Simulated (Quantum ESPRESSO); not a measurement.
## As under changes of volume

One of the cells (19.764 Å³/atom); the others are scaled copies at fixed shape and fractional positions:

```
CELL_PARAMETERS angstrom
2.70368 0.00000 0.00000
0.00000 2.70368 0.00000
0.00000 0.00000 2.70368
ATOMIC_POSITIONS crystal
As 0.50000 0.50000 0.50000
```

This isn't the form of As at room conditions, which is rhombohedral.

* Program: Quantum ESPRESSO 7.5
* Functional: r2SCAN
* Potentials or basis: SG15 PBE 1.2
* Cutoff: 952 eV
* Density cutoff: 3810 eV
* k mesh: 8 × 8 × 8
* Occupations: fermi-dirac, width 0.05 eV
* Spin: no spin polarisation

```csv
volume (Å³/atom),energy over the lowest point (meV/atom),pressure (GPa)
18.578,59.17,10.3
18.973,36.58,7.9
19.368,?,?
19.764,8.32,3.5
20.159,1.90,1.6
20.554,0.00,-0.1
20.949,2.17,-1.7
```

Task: What does the run at 19.368 Å³/atom give?

Result: Energy over the lowest point 19.73 meV/atom; pressure 5.6 GPa.

Worked out: A Birch-Murnaghan fit of order 3 (a polynomial in V^(-2/3)) to the other rows has its minimum at 20.53 Å³/atom with B0 = V·E''(V) = 88 GPa and B' = 3.4. It gives 19.78 meV/atom at 19.368 Å³/atom, against the run's 19.73, and -dE/dV = 5.7 GPa, against 5.6.

Energies are extrapolated to zero smearing.

Caveats: the potentials were made for another functional, which shifts forces and pressure.
